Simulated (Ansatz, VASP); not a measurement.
One calculation of BP, two programs

```
CELL_PARAMETERS angstrom
0.00000 2.26033 2.26033
2.26033 0.00000 2.26033
2.26033 2.26033 0.00000
ATOMIC_POSITIONS crystal
B 0.00000 0.00000 0.00000
P 0.25000 0.25000 0.25000
```

Alike in both runs: functional r2SCAN; dispersion D4; k mesh 8 × 8 × 8; occupations methfessel-paxton of order 1, width 0.02 eV; no spin polarisation.

Ansatz relaxed the structure, and its values are those at the end. VASP's run is a single point on that final structure, the one shown.

|  | VASP | Ansatz |
| --- | --- | --- |
| version | VASP 6.6.1 | Ansatz 0.2.0 |
| potentials or method | VASP PAW PBE potentials, release 64 (B, P) | plane waves, PAW |
| plane-wave cutoff (eV) | 520 | 510 |
| valence electrons in the cell | 8 | 8 |

```tsv
	VASP	Ansatz	Ansatz less VASP
pressure (GPa)	-0.5	0.0	+0.52
dispersion energy (meV/atom)	-134.9	-135.0	-0.10
```

Caveats: the PAW data sets were made with another functional, which shifts forces and pressure a little (VASP). r2SCAN opens gaps a little over a GGA but as a rule still falls short of measured ones. A k mesh can miss the band edges.
